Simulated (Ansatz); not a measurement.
The system is Ca.

```
Ca
1.0
     3.98000    0.00000    0.00000
    -1.99000    3.44678    0.00000
     0.00000    0.00000    6.52000
Ca
2
Direct
  0.66667 0.33333 0.75000
  0.33333 0.66667 0.25000
```

This isn't the form of Ca at room conditions, which is fcc.

Base run:

| Item | Value |
| --- | --- |
| Program | Ansatz 0.2.0 |
| Functional | RPBE |
| Potentials or basis | all-electron LAPW, scalar-relativistic |
| Cutoff | 77 eV (chosen from the basis error) |
| Basis error allowed | 0.001 eV/atom |
| k mesh | 8 × 8 × 4 |
| Occupations | fermi-dirac, width 0.05 eV |
| Spin | no spin polarisation |

Its results: pressure 0.0 GPa.

Question: The run is repeated on the same cell with these changes: functional from RPBE to BLYP. What comes out?

Answer: Pressure -0.6 GPa.

Caveats: the cell was measured hot, at 723 K.
